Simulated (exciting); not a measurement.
# PbS (Galena) (Fm-3m) in exciting: notebook

Runs on PbS (Galena). Level: PBE. Tasks: band structure.

All numbers are computed with exciting (release sodium); they aren't measurements. Logs are shortened: lines on timing, memory, paths and dates and some standing lists are left out, and cuts for length are marked.

## Step 1: The crystal as given

It takes space group Fm-3m (No. 225, cubic). Conventional cell: a = 5.931 Å, b = 5.931 Å, c = 5.931 Å, α = 90.00°, β = 90.00°, γ = 90.00°. Pb (site symmetry m-3m) is surrounded by 6 S at 2.97 Å. Around S (site symmetry m-3m) lie 6 Pb at 2.97 Å.

## Step 2: Band structure, PBE

Input file input.xml:

```xml
<input>
  <title>PbS</title>
  <structure speciespath="./" tshift="false">
    <crystal scale="1">
      <basevect>0.000000000000 5.604455254109 5.604455254109</basevect>
      <basevect>5.604455254109 0.000000000000 5.604455254109</basevect>
      <basevect>5.604455254109 5.604455254109 0.000000000000</basevect>
    </crystal>
    <species speciesfile="Pb.xml" rmt="2.3">
      <atom coord="0.000000000000 0.000000000000 0.000000000000"/>
    </species>
    <species speciesfile="S.xml" rmt="1.9">
      <atom coord="0.500000000000 0.500000000000 0.500000000000"/>
    </species>
  </structure>
  <groundstate do="fromscratch" ngridk="8 8 8" rgkmax="7.5" gmaxvr="14" lmaxapw="10" lmaxmat="10" lmaxvr="8" xctype="GGA_PBE" stype="Fermi Dirac" swidth="0.00183747" nempty="10" ValenceRelativity="iora*" epsengy="1e-05" epspot="1e-05" maxscl="60" outputlevel="normal"/>
  <properties>
    <bandstructure>
      <plot1d>
        <path steps="80">
          <point coord="0 0 0" label="G"/>
          <point coord="0.5 0 0.5" label="X"/>
          <point coord="0.5 0.25 0.75" label="W"/>
          <point coord="0.375 0.375 0.75" label="K"/>
          <point coord="0 0 0" label="G"/>
          <point coord="0.5 0.5 0.5" label="L"/>
          <point coord="0.625 0.25 0.625" label="U"/>
          <point coord="0.5 0.25 0.75" label="W"/>
          <point coord="0.5 0.5 0.5" label="L"/>
          <point coord="0.375 0.375 0.75" label="K" breakafter="true"/>
          <point coord="0.625 0.25 0.625" label="U"/>
          <point coord="0.5 0 0.5" label="X"/>
        </path>
      </plot1d>
    </bandstructure>
    <chargedensityplot>
      <plot3d>
        <box grid="21 21 21">
          <origin coord="0 0 0"/>
          <point coord="1 0 0"/>
          <point coord="0 1 0"/>
          <point coord="0 0 1"/>
        </box>
      </plot3d>
    </chargedensityplot>
    <elfplot>
      <plot3d>
        <box grid="21 21 21">
          <origin coord="0 0 0"/>
          <point coord="1 0 0"/>
          <point coord="0 1 0"/>
          <point coord="0 0 1"/>
        </box>
      </plot3d>
    </elfplot>
    <exccplot>
      <plot3d>
        <box grid="21 21 21">
          <origin coord="0 0 0"/>
          <point coord="1 0 0"/>
          <point coord="0 1 0"/>
          <point coord="0 0 1"/>
        </box>
      </plot3d>
    </exccplot>
  </properties>
</input>
```

Potentials or basis: all-electron LAPW+lo, shipped species files, valence relativity iora*.

The run is started by

```console
OMP_NUM_THREADS=1 exciting_smp
```

INFO.OUT:

```text
================================================================================
EXCITING SODIUM started
All units are atomic (Hartree, Bohr, etc.)
================================================================================

********************************************************************************
* Ground-state run starting from atomic densities                              *
********************************************************************************

++++++++++++++++++++++++++++++++++++++++++++++++++++++++++++++++++++++++++++++++
+ Starting initialization                                                      +
++++++++++++++++++++++++++++++++++++++++++++++++++++++++++++++++++++++++++++++++

 Lattice vectors (cartesian) :
      0.0000000000      5.6044552541      5.6044552541
      5.6044552541      0.0000000000      5.6044552541
      5.6044552541      5.6044552541      0.0000000000

 Reciprocal lattice vectors (cartesian) :
     -0.5605527230      0.5605527230      0.5605527230
      0.5605527230     -0.5605527230      0.5605527230
      0.5605527230      0.5605527230     -0.5605527230

 Unit cell volume                           :     352.0709677261
 Brillouin zone volume                      :       0.7045460608

 Species :    1 (Pb)
     parameters loaded from                 :    Pb.xml
     name                                   :    lead
     nuclear charge                         :     -82.00000000
     electronic charge                      :      82.00000000
     atomic mass                            :  377702.49410000
     muffin-tin radius                      :       2.30000000
     # of radial points in muffin-tin       :     450

     atomic positions (lattice) :
       1 :   0.00000000  0.00000000  0.00000000

 Species :    2 (S)
[... 55 lines left out ...]
 Using multisecant Broyden potential mixing

++++++++++++++++++++++++++++++++++++++++++++++++++++++++++++++++++++++++++++++++
+ Ending initialization                                                        +
++++++++++++++++++++++++++++++++++++++++++++++++++++++++++++++++++++++++++++++++

********************************************************************************
* Groundstate module started                                                   *
********************************************************************************
 Output level for this task is set to normal

++++++++++++++++++++++++++++++++++++++++++++++++++++++++++++++++++++++++++++++++
+ Self-consistent loop started                                                 +
++++++++++++++++++++++++++++++++++++++++++++++++++++++++++++++++++++++++++++++++
 Density and potential initialised from atomic data

++++++++++++++++++++++++++++++++++++++++++++++++++++++++++++++++++++++++++++++++
+ SCF iteration number :    1                                                  +
++++++++++++++++++++++++++++++++++++++++++++++++++++++++++++++++++++++++++++++++
 Total energy                               :    -21322.33075793
 _______________________________________________________________
 Fermi energy                               :         0.21987234
 Kinetic energy                             :     24777.25854364
 Coulomb energy                             :    -45683.51401224
 Exchange energy                            :      -410.40145980
 Correlation energy                         :        -5.67382952
[... 374 lines left out ...]
 RMS change in effective potential (target) :  0.459192E-08  ( 0.100000E-04)
 Absolute change in total energy   (target) :  0.997232E-06  ( 0.100000E-04)
 Charge distance                   (target) :  0.534710E-09  ( 0.100000E-04)

++++++++++++++++++++++++++++++++++++++++++++++++++++++++++++++++++++++++++++++++
| Convergency criteria checked for the last 2 iterations                       +
| Convergence targets achieved. Performing final SCF iteration                 +
++++++++++++++++++++++++++++++++++++++++++++++++++++++++++++++++++++++++++++++++
 Total energy                               :    -21327.89933889
 _______________________________________________________________
 Fermi energy                               :         0.22390651
 Kinetic energy                             :     24770.64273164
 Coulomb energy                             :    -45682.56336391
 Exchange energy                            :      -410.29993949
 Correlation energy                         :        -5.67876713

 DOS at Fermi energy (states/Ha/cell)       :         0.44874031

 Electron charges :
     core                                   :        78.00000000
     core leakage                           :         0.01280667
     valence                                :        20.00000000
     interstitial                           :         5.45156169
     charge in muffin-tin spheres :
                  atom     1    Pb          :        79.02794822
                  atom     2     S          :        13.52049009
     total charge in muffin-tins            :        92.54843831
     total charge                           :        98.00000000

++++++++++++++++++++++++++++++++++++++++++++++++++++++++++++++++++++++++++++++++
+ Self-consistent loop stopped                                                 +
++++++++++++++++++++++++++++++++++++++++++++++++++++++++++++++++++++++++++++++++
 STATE.OUT is written

********************************************************************************
* Groundstate module stopped                                                   *
********************************************************************************

--------------------------------------------------------------------------------
- CAUTION! Warnings have been written in file WARNING.OUT !                    -
--------------------------------------------------------------------------------
================================================================================
| EXCITING SODIUM stopped                                                      =
================================================================================
```

stdout:

```text
Info(rhoplot):
 3D density plot written to RHO3D.xml

Info(potplot):
 3D Coulomb potential plot written to VCL3D.xml
 3D exchange-correlation potential plot written to VXC3D.xml

Info(elfplot): 3D ELF plot written to ELF3D.xml

Info(bandstr):
 band structure plot written to BAND.OUT

 Fermi energy is at zero in plot

 Vertex location lines written to BANDLINES.OUT
```

EVALCORE.OUT:

```text
Species :    1 (Pb), atom :    1
 n =  1, l =  0, k =  1 :   -3232.897886
 n =  2, l =  0, k =  1 :   -577.4149917
 n =  2, l =  1, k =  1 :   -554.4120282
 n =  2, l =  1, k =  2 :   -473.9316240
 n =  3, l =  0, k =  1 :   -138.3044553
 n =  3, l =  1, k =  1 :   -127.9422712
 n =  3, l =  1, k =  2 :   -109.9848454
 n =  3, l =  2, k =  2 :   -92.98951083
 n =  3, l =  2, k =  3 :   -89.16917216
 n =  4, l =  0, k =  1 :   -31.01910836
 n =  4, l =  1, k =  1 :   -26.53674379
 n =  4, l =  1, k =  2 :   -22.14118622
 n =  4, l =  2, k =  2 :   -14.85069434
 n =  4, l =  2, k =  3 :   -14.03052454
 n =  4, l =  3, k =  3 :   -4.594009533
 n =  4, l =  3, k =  4 :   -4.409108444
 n =  5, l =  0, k =  1 :   -4.904676193
 n =  5, l =  1, k =  1 :   -3.377065798
 n =  5, l =  1, k =  2 :   -2.556210144

Species :    2 (S), atom :    1
 n =  1, l =  0, k =  1 :   -87.95209228
 n =  2, l =  0, k =  1 :   -7.326824760
 n =  2, l =  1, k =  1 :   -5.328603542
 n =  2, l =  1, k =  2 :   -5.282228556
```

Wall time 1.8 min (1 thread of Arm Neoverse V2, shared host); peak memory 0.15 GiB.

What came out:

- Free energy: -580361.7069 eV
- Band gap on the k mesh: 0.36 eV, direct
- Band gap along the path: 0.36 eV, direct
- All electrons inside the program's atomic spheres: Pb 79.03; S 13.52 (radii Pb 2.3, S 1.9 bohr)

Levels at the corners of the path, in eV from the valence-band top:
```tsv
point	band 6	band 7	band 8	band 9	band 10	band 11	band 12	band 13	band 14	band 15
Γ	-13.60	-6.05	-2.17	-2.17	-2.17	5.20	5.20	5.20	6.72	6.72
X	-11.92	-7.22	-5.20	-3.44	-3.44	3.87	5.57	5.67	5.67	11.06
W	-11.88	-7.97	-4.43	-4.43	-1.03	2.18	4.66	4.66	8.15	8.15
K	-11.93	-8.00	-4.78	-2.94	-2.49	3.32	4.12	5.05	6.22	10.20
Γ	-13.60	-6.05	-2.17	-2.17	-2.17	5.20	5.20	5.20	6.72	6.72
L	-12.35	-8.87	-1.78	-1.78	0.00	0.36	1.95	1.95	8.67	10.04
U	-11.93	-8.00	-4.78	-2.94	-2.49	3.32	4.12	5.05	6.22	10.20
W	-11.88	-7.97	-4.43	-4.43	-1.03	2.18	4.66	4.66	8.15	8.15
L	-12.35	-8.87	-1.78	-1.78	0.00	0.36	1.95	1.95	8.67	10.04
K	-11.93	-8.00	-4.78	-2.94	-2.49	3.32	4.12	5.05	6.22	10.20
U	-11.93	-8.00	-4.78	-2.94	-2.49	3.32	4.12	5.05	6.22	10.20
X	-11.92	-7.22	-5.20	-3.44	-3.44	3.87	5.57	5.67	5.67	11.06
```

Caveat: spin-orbit coupling is left out, which as a rule narrows the gap of such compounds by several tenths of an eV.

## Step 3: Band structure, PBE, spin-orbit coupling, no magnetisation

Input file input.xml:

```xml
<input>
  <title>PbS</title>
  <structure speciespath="./" tshift="false">
    <crystal scale="1">
      <basevect>0.000000000000 5.604455254109 5.604455254109</basevect>
      <basevect>5.604455254109 0.000000000000 5.604455254109</basevect>
      <basevect>5.604455254109 5.604455254109 0.000000000000</basevect>
    </crystal>
    <species speciesfile="Pb.xml" rmt="2.3">
      <atom coord="0.000000000000 0.000000000000 0.000000000000"/>
    </species>
    <species speciesfile="S.xml" rmt="1.9">
      <atom coord="0.500000000000 0.500000000000 0.500000000000"/>
    </species>
  </structure>
  <groundstate do="fromscratch" ngridk="6 6 6" rgkmax="7.5" gmaxvr="14" lmaxapw="10" lmaxmat="10" lmaxvr="8" xctype="GGA_PBE" stype="Fermi Dirac" swidth="0.00183747" nempty="20" ValenceRelativity="iora*" epsengy="1e-05" epspot="1e-05" maxscl="60" outputlevel="normal">
    <spin spinorb="true"/>
  </groundstate>
  <properties>
    <bandstructure>
      <plot1d>
        <path steps="80">
          <point coord="0 0 0" label="G"/>
          <point coord="0.5 0 0.5" label="X"/>
          <point coord="0.5 0.25 0.75" label="W"/>
          <point coord="0.375 0.375 0.75" label="K"/>
          <point coord="0 0 0" label="G"/>
          <point coord="0.5 0.5 0.5" label="L"/>
          <point coord="0.625 0.25 0.625" label="U"/>
          <point coord="0.5 0.25 0.75" label="W"/>
          <point coord="0.5 0.5 0.5" label="L"/>
          <point coord="0.375 0.375 0.75" label="K" breakafter="true"/>
          <point coord="0.625 0.25 0.625" label="U"/>
          <point coord="0.5 0 0.5" label="X"/>
        </path>
      </plot1d>
    </bandstructure>
    <dos nwdos="300" winddos="-0.6 0.5" inttype="tetra" ngrdos="100" nsmdos="0"/>
  </properties>
</input>
```

Potentials or basis: all-electron LAPW+lo, shipped species files, valence relativity iora*.

The run is started by

```console
OMP_NUM_THREADS=1 exciting_smp
```

INFO.OUT:

```text
================================================================================
EXCITING SODIUM started
[... 10 lines left out ...]

 Lattice vectors (cartesian) :
      0.0000000000      5.6044552541      5.6044552541
      5.6044552541      0.0000000000      5.6044552541
      5.6044552541      5.6044552541      0.0000000000

 Reciprocal lattice vectors (cartesian) :
     -0.5605527230      0.5605527230      0.5605527230
      0.5605527230     -0.5605527230      0.5605527230
      0.5605527230      0.5605527230     -0.5605527230
[... 99 lines left out ...]
 Exchange energy                            :      -410.39292379
 Correlation energy                         :        -5.67385994
 No external B-field energy in total energy
[... 499 lines left out ...]
 RMS change in effective potential (target) :  0.573920E-09  ( 0.100000E-04)
 Absolute change in total energy   (target) :  0.104195E-06  ( 0.100000E-04)
 Charge distance                   (target) :  0.183597E-09  ( 0.100000E-04)

++++++++++++++++++++++++++++++++++++++++++++++++++++++++++++++++++++++++++++++++
| Convergency criteria checked for the last 2 iterations                       +
| Convergence targets achieved. Performing final SCF iteration                 +
++++++++++++++++++++++++++++++++++++++++++++++++++++++++++++++++++++++++++++++++
 Total energy                               :    -21327.90660848
 _______________________________________________________________
 Fermi energy                               :         0.21763359
 Kinetic energy                             :     24770.61969637
 Coulomb energy                             :    -45682.55193677
 Exchange energy                            :      -410.29562777
 Correlation energy                         :        -5.67874031
 No external B-field energy in total energy
[... 14 lines left out ...]
 Moments :
     interstitial                 :     0.00000000     0.00000000    -0.00000000
     moment in muffin-tin spheres :
         atom     1    Pb         :     0.00000000     0.00000000    -0.00000000
         atom     2     S         :     0.00000000     0.00000000    -0.00000000
     total moment in muffin-tins  :     0.00000000     0.00000000    -0.00000000
     total moment                 :     0.00000000     0.00000000    -0.00000000

++++++++++++++++++++++++++++++++++++++++++++++++++++++++++++++++++++++++++++++++
[... 12 lines left out ...]
| EXCITING SODIUM stopped                                                      =
================================================================================
```

WARNINGS.OUT:

```text
Warning(init0):
  GGA inconsistent with non-collinear magnetism
 Inversion symmetry is present. Consider using input%groundstate%solver%type = "inversionsymmetry"
```

It took 2.1 min on 1 thread of Arm Neoverse V2, shared host; peak memory 0.19 GiB.

What came out:

```
Band gap on the k mesh                            : 0.07 eV, direct
Band gap along the path                           : 0.07 eV, direct
All electrons inside the program's atomic spheres : Pb 79.03; S 13.51 (radii Pb 2.3, S 1.9 bohr)
```

Levels at the corners of the path, in eV from the valence-band top:
```
point  band 16  band 17  band 18  band 19  band 20  band 21  band 22  band 23  band 24  band 25
    Γ    -2.41    -2.10    -2.10    -2.10    -2.10     3.79     3.79     5.97     5.97     5.97
    X    -5.23    -3.60    -3.60    -3.31    -3.31     3.90     3.90     4.71     4.71     5.91
    W    -4.59    -4.31    -4.31    -1.04    -1.04     2.05     2.05     4.57     4.57     4.82
    K    -4.81    -2.98    -2.98    -2.47    -2.47     3.09     3.09     4.17     4.17     5.15
    Γ    -2.41    -2.10    -2.10    -2.10    -2.10     3.79     3.79     5.97     5.97     5.97
    L    -1.80    -1.78    -1.78     0.00     0.00     0.07     0.07     1.65     1.65     2.51
    U    -4.81    -2.98    -2.98    -2.47    -2.47     3.09     3.09     4.17     4.17     5.15
    W    -4.59    -4.31    -4.31    -1.04    -1.04     2.05     2.05     4.57     4.57     4.82
    L    -1.80    -1.78    -1.78     0.00     0.00     0.07     0.07     1.65     1.65     2.51
    K    -4.81    -2.98    -2.98    -2.47    -2.47     3.09     3.09     4.17     4.17     5.15
    U    -4.81    -2.98    -2.98    -2.47    -2.47     3.09     3.09     4.17     4.17     5.15
    X    -5.23    -3.60    -3.60    -3.31    -3.31     3.90     3.90     4.71     4.71     5.91
```

States per cell in windows of 1 eV (zero at the valence-band top; states under -8 eV left out):
```
from (eV)  total
     -8.0   0.95
     -7.0   0.10
     -6.0   0.02
     -5.0   0.58
     -4.0   1.52
     -3.0   1.94
     -2.0   1.53
     -1.0   0.43
      0.0   0.10
      1.0   0.98
      2.0   1.16
      3.0   1.46
      4.0   1.98
      5.0   0.54
      6.0   0.70
      7.0   1.16
```

Caveat: total energies with spin-orbit coupling aren't reliable in this program, so none is listed and the log's shouldn't be used; the tetrahedron DOS on this energy grid can lose part of the weight of narrow d or f bands.
